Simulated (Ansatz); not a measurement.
## Course of a relaxation: Ge

The guess for Ge was made by a generator: random cell by space group and Wyckoff sites (P6mm, No. 183). Lengths were set from tabulated atomic sizes, so they are only a guess.

```cif
data_structure
_symmetry_space_group_name_H-M 'P 1'
_symmetry_Int_Tables_number 1
_cell_length_a 4.1438
_cell_length_b 4.1438
_cell_length_c 5.6905
_cell_angle_alpha 90.000
_cell_angle_beta 90.000
_cell_angle_gamma 120.000
_cell_volume 84.62
loop_
_atom_site_label
_atom_site_type_symbol
_atom_site_fract_x
_atom_site_fract_y
_atom_site_fract_z
_atom_site_occupancy
Ge1 Ge 0.50000 0.00000 0.11620 1
Ge2 Ge 0.00000 0.50000 0.11620 1
Ge3 Ge 0.50000 0.50000 0.11620 1
Ge4 Ge 0.00000 0.00000 0.74278 1
```

The calculation used DFT PBE, scalar-relativistic, plane waves, PAW in Ansatz 0.2.0. Cutoff 420 eV, Gaussian smearing, Γ-centred meshes. Cell and atoms relax first on a coarse mesh and then on a finer one. In between, the cell is made exact in the group found at 0.06 Å. In metals the finer mesh still leaves noise of several meV/atom or more. The steps can't lower the symmetry of their start. No spin polarisation.

Steps on the 6×6×4 mesh (4 atoms, 46 steps). The free energy counts from the last step; some steps are skipped; the plane-wave basis is renewed at times, which shifts energy and pressure.

```csv
step,ΔF (meV/atom),V (Å³/atom),P (GPa),largest force component (eV/Å)
1,2548.1,21.16,53.41,0.581
3,1202.7,25.17,16.87,0.104
6,624.2,27.21,-0.67,0.228
8,554.6,24.55,-1.39,0.072
10,489.2,21.61,-1.07,0.465
13,376.3,17.49,2.70,0.025
15,373.3,17.92,-0.25,0.021
18,372.7,18.04,-0.27,0.016
20,372.4,18.09,-0.13,0.005
22,188.7,18.37,6.42,0.002
25,143.5,19.53,0.14,0.024
27,140.4,19.61,-0.01,0.140
29,128.8,19.61,0.09,0.118
32,96.1,19.32,0.76,0.224
34,75.9,19.49,-0.22,0.197
37,68.2,19.48,-0.15,0.006
39,62.9,19.60,0.05,0.001
41,19.9,19.48,1.06,0.086
44,0.3,19.90,-0.03,0.020
46,0.0,19.90,-0.01,0.004
```

Steps on the 6×6×6 mesh (1 atom, 9 steps). The free energy counts from the last step; the plane-wave basis is renewed at times, which shifts energy and pressure.

| step | ΔF (meV/atom) | V (Å³/atom) | P (GPa) |
| --- | --- | --- | --- |
| 1 | 182.0 | 19.90 | -0.12 |
| 2 | 71.4 | 18.57 | 3.65 |
| 3 | 15.7 | 18.93 | 2.20 |
| 4 | 9.3 | 20.42 | -2.60 |
| 5 | 2.3 | 19.50 | 0.74 |
| 6 | 1.0 | 19.62 | 0.13 |
| 7 | 0.1 | 19.62 | 0.26 |
| 8 | 0.0 | 19.70 | 0.03 |
| 9 | 0.0 | 19.70 | 0.03 |

The relaxed structure, after a last relaxation on the converged mesh:

```
CELL_PARAMETERS angstrom
2.87889 0.00000 0.00000
-1.43945 2.49319 0.00000
0.00000 0.00000 2.69326
ATOMIC_POSITIONS crystal
Ge 0.00000 0.00000 0.50000
```

The symmetry goes from P6mm (No. 183) to P6/mmm (No. 191), and the primitive cell from 4 to 1 atom. The end has the simple hexagonal type. The volume per atom shrinks by 8.6 %, from 21.2 to 19.3 Å³. The shortest distance goes from 2.07 Å (Ge–Ge) to 2.69 Å (Ge–Ge). The energy falls by about 2.5 eV/atom (the start's value is from the coarse mesh). The end is written in a standard setting, so origin, axes and order of atoms can differ from the start's. Ge has 2 Ge at 2.69 Å and 6 Ge at 2.88 Å.

```json
{"Volume per atom": "19.33 Å³", "Density": "6.24 g/cm³", "Energy over the standard state": "+0.24 eV/atom", "Gap on the 24×24×20 mesh of the 1-atom cell": "0 eV (a metal)"}
```

Energies count from the standard state of Ge at the same level.

The last run used Gaussian smearing of 0.10 eV. Symmetry constrained the relaxation, so the result can be a saddle point. In all, the 4 runs took 2.6 min on 1 thread of Intel(R) Xeon(R) 6975P-C (Granite Rapids) (shared host).
